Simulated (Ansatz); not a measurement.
# A sublattice moved along a line in CoSi2

These are results of DFT PBEsol, scalar-relativistic, plane waves, PAW in Ansatz, not measurements. Cutoff 420 eV, Γ-centred 16×16×16 k-points, Gaussian smearing of 0.15 eV. No spin polarisation. A magnetic state may lie lower. Energies are free energies at this smearing, counted from the undisturbed cell; pressure is positive in compression.

Zero of the scan (relaxed at this level):

```xyz
3
Lattice="0.0000 2.6563 2.6563 2.6563 0.0000 2.6563 2.6563 2.6563 0.0000" Properties=species:S:1:pos:R:3 pbc="T T T"
Co    0.0000    0.0000    0.0000
Si    1.3281    1.3281    1.3281
Si    3.9844    3.9844    3.9844
```

Every Si atom is moved by x along the Cartesian unit vector (0.000, 1.000, 0.000); the cell and all other atoms stay fixed. The cell is metallic on the mesh throughout.

```tsv
x (Å)	ΔE (meV/cell)
-0.2000	249.1
-0.1000	62.3
0.0000	0.0
0.0250	3.9
0.0500	15.6
0.0750	35.0
0.1250	97.3
0.1500	140.1
0.1750	190.7
```

**Question.** Predict the force along x on the moved atoms (eV/Å) at each point.

**Answer.**
| x (Å) | force along x on the moved atoms (eV/Å) |
| --- | --- |
| -0.2000 | 2.49 |
| -0.1000 | 1.25 |
| 0.0000 | 0.00 |
| 0.0250 | -0.31 |
| 0.0500 | -0.62 |
| 0.0750 | -0.93 |
| 0.1250 | -1.56 |
| 0.1500 | -1.87 |
| 0.1750 | -2.18 |